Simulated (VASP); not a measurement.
Set up this calculation in VASP 6.6.1, as the native input.

```
Task                   : electric field gradients
Functional             : PBE
Potentials or basis    : VASP PAW PBE potentials, release 64 (Be, Te)
Cutoff                 : 520 eV
k mesh                 : 9 × 9 × 9
Occupations            : fermi-dirac, width 0.02 eV
Spin                   : no spin polarisation
Dipole correction      : no
Further INCAR settings : ALGO = Normal; EDIFF = 1e-08; NBANDS = 11
```

The structure of BeTe lies in POSCAR:

```
BeTe
1.0
    0.0000000000      2.8314587876      2.8314587876
    2.8314587876      0.0000000000      2.8314587876
    2.8314587876      2.8314587876      0.0000000000
Be Te
1 1
Direct
    0.0000000000      0.0000000000      0.0000000000
    0.2500000000      0.2500000000      0.2500000000
```

The cell comes from a database or a generator and needn't be the stable form of this composition.

The input as run:

INCAR

```
PREC     = Accurate       # precision mode
ENCUT    = 520            # plane-wave cutoff, eV
EDIFF    = 1E-8           # SCF threshold, eV
ISMEAR   = -1             # smearing method
SIGMA    = 0.02           # smearing width, eV
LREAL    = False          # projectors in reciprocal space
LASPH    = True           # aspherical terms in the spheres
NELM     = 100            # most SCF steps
ALGO     = Normal         # electronic algorithm
ISIF     = 2              # what is computed and relaxed
LWAVE    = False          # write WAVECAR
LCHARG   = False          # write CHGCAR
GGA      = PE             # functional
LEFG     = True         
NBANDS   = 11             # bands
```

KPOINTS

```
regular mesh
0
Gamma
  9 9 9
```

Potentials or basis: VASP PAW PBE potentials, release 64 (Be, Te).

Run with:

```bash
$ cat potpaw_PBE.64/Be/POTCAR potpaw_PBE.64/Te/POTCAR > POTCAR
$ mpirun -np 1 vasp_std > vasp.out
```

It gave:

The pressure is 0.2 GPa. The band gap on the k mesh is 2.04 eV, indirect (least direct gap 3.62 eV).

Caveat: spin-orbit coupling is left out, which moves the levels of the heavy elements; an odd mesh through Γ misses points on the zone boundary, where band edges often lie.

It took 31 s on 1 thread of Intel(R) Xeon(R) Platinum 8375C CPU @ 2.90GHz (Ice Lake) (shared host), peak memory 0.16 GiB.
